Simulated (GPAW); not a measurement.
Crystal: BaF2 (Frankdicksonite).

```
Ba F
1.0
     0.00000    3.10005    3.10005
     3.10005    0.00000    3.10005
     3.10005    3.10005    0.00000
Ba F
1 2
Direct
  0.00000 0.00000 0.00000
  0.75000 0.75000 0.75000
  0.25000 0.25000 0.25000
```

Program: GPAW 26.7.0. Alike in all runs: task band structure; spin SOC, no magnetisation; cell as given; k mesh 6 × 6 × 6; cutoff (eV) 800; smearing fermi-dirac 0.05 eV.

Problem. Order these runs on this cell by their pressure, lowest first.
A. level PBEsol; potentials or basis PAW data sets generated in the run's folder for this functional, pw; band points 80; spin axis theta (degrees) 0; spin axis phi (degrees) 0
B. level revPBE; potentials or basis the program's PAW data sets (release 1.2.1) made for this functional, pw; band points 100; spin axis theta (degrees) 90; spin axis phi (degrees) 45
C. level TPSS; potentials or basis GPAW PAW data sets (gpaw-data 1.2.1), pw; eigensolver davidson; band points 100; spin axis theta (degrees) 54.7; spin axis phi (degrees) 45

Solution. A (-2.0 GPa), C (0.1 GPa), B (3.2 GPa).

Caveats: spin-orbit coupling was added after a scalar SCF, so levels and gaps hold it while energy, forces, pressure and moments don't; the PAW data sets were made with another functional, which shifts forces and pressure a little (some runs).

Runs at the PBE level aren't shown here.
